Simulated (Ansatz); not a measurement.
# Al3GaN4: compression at zero temperature

The task here is to estimate one member of a computed series from the others.

Computed with Ansatz 0.2.0 (DFT r2SCAN, scalar-relativistic, plane waves, PAW, unless a step's input says otherwise).

2 further runs of the same task are left out: 2 set aside as unsound or not needed.

## The structure to begin with

It takes space group P-43m (No. 215, cubic). Conventional cell: a = 4.401 Å, b = 4.401 Å, c = 4.401 Å, α = 90.00°, β = 90.00°, γ = 90.00°. Al (site symmetry -42m) has 4 N at 1.89 Å as nearest neighbours. Ga (site symmetry -43m) is surrounded by 4 N at 1.95 Å. N (site symmetry 3m) has 3 Al at 1.89 Å and 1 Ga at 1.95 Å as nearest neighbours.

Coordinates:

```cif
data_structure
_symmetry_space_group_name_H-M 'P 1'
_symmetry_Int_Tables_number 1
_cell_length_a 4.4012
_cell_length_b 4.4012
_cell_length_c 4.4012
_cell_angle_alpha 90.000
_cell_angle_beta 90.000
_cell_angle_gamma 90.000
_cell_volume 85.26
loop_
_atom_site_label
_atom_site_type_symbol
_atom_site_fract_x
_atom_site_fract_y
_atom_site_fract_z
_atom_site_occupancy
Al1 Al 0.50000 0.50000 0.00000 1
Al2 Al 0.50000 0.00000 0.50000 1
Al3 Al 0.00000 0.50000 0.50000 1
Ga1 Ga 0.00000 0.00000 0.00000 1
N1 N 0.74446 0.74446 0.25554 1
N2 N 0.74446 0.25554 0.74446 1
N3 N 0.25554 0.74446 0.74446 1
N4 N 0.25554 0.25554 0.25554 1
```

It goes back to an entry of the Materials Project, which need not be the stable form.

It is the result of an earlier relaxation at this level (volume 10.66 Å³/atom; gap on the mesh: 4.01 eV).

The first run:

File input.yaml:

```yaml
crystal:
  lattice:
    - [4.4295444355, 0.0, 0.0]
    - [0.0, 4.4295444355, 0.0]
    - [0.0, 0.0, 4.4295444355]
  atoms:
    - { symbol: Al, position: [0.5, 0.5, 0.0] }
    - { symbol: Al, position: [0.5, 0.0, 0.5] }
    - { symbol: Al, position: [0.0, 0.5, 0.5] }
    - { symbol: Ga, position: [0.0, 0.0, 0.0] }
    - { symbol: "N", position: [0.7444581602, 0.7444581602, 0.2555418398] }
    - { symbol: "N", position: [0.7444581602, 0.2555418398, 0.7444581602] }
    - { symbol: "N", position: [0.2555418398, 0.7444581602, 0.7444581602] }
    - { symbol: "N", position: [0.2555418398, 0.2555418398, 0.2555418398] }
basis:
  ecutwfc: 500
kpoints:
  mp_grid: { grid: [6, 6, 6] }
hamiltonian:
  xc: r2scan
scf:
  occupations: { method: gaussian, width: 0.02 }
output:
  forces: true
  stress: true
  eigenvalues: true
relax:
  adjacent_minimum: "off"
  f_tol: 0.008
  max_steps: 50
  cell: { stress_tol: 0.08, p_target: -2.0 }
```

Command:

```bash
$ ansatz run input.yaml --threads 2 --pin off --max-ram 5120MiB --backend cpu --events-out ev --progress --plain --runs-dir out
```

Steps of the session up to this table: -2 GPa; The gap over the whole zone at -2 GPa; 2 GPa; Seeking the band edges at 2 GPa; Relaxing at 5 GPa; Seeking the band edges at 5 GPa; Target pressure 10 GPa; Band edges over the zone at 10 GPa; 20 GPa; Seeking the band edges at 20 GPa.

One of the session's tables, all rows but one given; the rest of the session is left out.

Lengths are those of the vectors of the cell that was run:

```
P (GPa)  V (Å³/atom)  a (Å)  b (Å)  c (Å)  ΔH (eV/atom)
     -2        10.76  4.416  4.416  4.416        -0.134
      0        10.66  4.401  4.401  4.401         0.000
      2        10.56  4.387  4.387  4.387         0.132
      5        10.41  4.367  4.367  4.367         0.329
     10            ?      ?      ?      ?             ?
     20         9.82  4.282  4.282  4.282         1.274
```

**Question.** Estimate the row for P (GPa) = 10.

Worked estimate for «V (Å³/atom)». A straight line through the neighbours (5, 10.41) and (20, 9.82) gives 10.41 + (9.82 − 10.41) × (10 − 5) / (20 − 5) = 10.21; a parabola fitted to 3 rows on both sides gives 10.18.

As computed: V (Å³/atom): 10.19; a (Å): 4.336; b (Å): 4.336; c (Å): 4.336; ΔH (eV/atom): 0.650. In «V (Å³/atom)» the line misses by +0.02 and the parabola by -0.01.

ΔH is E + PV over the energy at zero pressure; a, b and c are the vectors of the computed cell.
